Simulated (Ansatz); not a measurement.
# Se: deformation potentials from a series

```
CELL_PARAMETERS angstrom
5.68100 3.27993 1.47633
-5.68100 3.27993 1.47633
0.00000 -6.55985 1.47633
ATOMIC_POSITIONS crystal
Se 0.28066 0.16251 0.91818
Se 0.91818 0.28066 0.16251
Se 0.16251 0.91818 0.28066
Se 0.71934 0.83749 0.08182
Se 0.08182 0.71934 0.83749
Se 0.83749 0.08182 0.71934
```

Atom numbers follow the list: Se1, Se2, Se3, Se4, Se5, Se6.

The cell is COD entry 9013138, as deposited and not checked against the literature; nothing was relaxed.

Theory: Ansatz 0.2.0, DFT, PBEsol, all-electron LAPW, scalar-relativistic.

The runs use a Γ-centred 6×6×6 k mesh, Fermi–Dirac smearing of 0.01 eV, basis error target 1 meV/atom, no spin polarisation.

The strain is applied along the Cartesian axes of the cell as listed (the other components stay zero). Fractional coordinates are held (clamped ions).

The valence-band top of this crystal doesn't lie at Γ but 0.70 eV above the top filled level there.

Only quantities that a quadratic follows smoothly over the whole series are listed; rougher ones are left out.

```tsv
εzz	direct gap at Γ (eV)
-0.0300	2.374
-0.0100	2.398
0.0000	2.408
0.0100	2.416
0.0200	2.424
0.0300	2.431
```

(1) Fit the series and give the slopes at zero strain.

(2) One run, at εzz = -0.0200, is withheld. Predict its row.

Answers

(1) Least-squares fits y = p0 + p1 x + p2 x² to the rows give direct gap at Γ (eV): p1 = 0.943, p2 = -5.8.

(2) The fits give 2.387; the run gave 2.387.
